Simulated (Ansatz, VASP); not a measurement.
# Two plane-wave programs on W

Contents of INCAR:

```
SYSTEM = W
PREC = Accurate
ENCUT = 520
EDIFF = 1E-6
ISMEAR = 0
SIGMA = 0.1
LREAL = .False.
LASPH = .True.
NELM = 80
ALGO = Fast
ISIF = 2
LWAVE = .False.
LCHARG = .False.
GGA = PS
NBANDS = 13
```

The input KPOINTS:

```
Automatic mesh
0
Gamma
  18 18 18
  0 0 0
```

Contents of POSCAR:

```
W
1.0
    0.0000000000      2.0382017158      2.0382017158
    2.0382017158      0.0000000000      2.0382017158
    2.0382017158      2.0382017158      0.0000000000
W
1
Direct
    0.0000000000      0.0000000000      0.0000000000
```

Input for Ansatz:

```yaml
crystal:
  lattice:
    - [0.0, 2.0382017157, 2.0382017157]
    - [2.0382017157, 0.0, 2.0382017157]
    - [2.0382017157, 2.0382017157, 0.0]
  atoms:
    - { symbol: W, position: [0.0, 0.0, 0.0] }
basis:
  ecutwfc: 420
kpoints:
  mp_grid: { grid: [18, 18, 18] }
hamiltonian:
  xc: pbesol
scf:
  occupations: { method: gaussian, width: 0.1 }
output:
  forces: true
  stress: true
  eigenvalues: true
```

Alike in both runs: task single point; functional PBEsol; k mesh 18 × 18 × 18; occupations gaussian, width 0.1 eV; no spin polarisation.

|  | VASP | Ansatz |
| --- | --- | --- |
| version | VASP 6.6.1 | Ansatz 0.2.0 |
| potentials or method | VASP PAW PBE potentials, release 64 (W_sv) | scalar-relativistic, plane waves, PAW |
| plane-wave cutoff (eV) | 520 | 420 |
| valence electrons in the cell | 14 | 14 |

```tsv
	VASP	Ansatz	Ansatz less VASP
gap on the k mesh at the Fermi level (eV)	none	none	-
pressure (GPa)	-15.2	-15.6	-0.41
```

A gap of «none» marks a metal or a gap that the smearing closes. The functional is the same, so the differences come from potentials, cutoffs and numerics.

Caveats: so large a pressure means that the cell lies far from this level's equilibrium, or that cutoff or potentials fall short (VASP); the potentials were made for another functional, which shifts forces and pressure (VASP). The runs have no spin-orbit coupling, so splittings on W are missing.
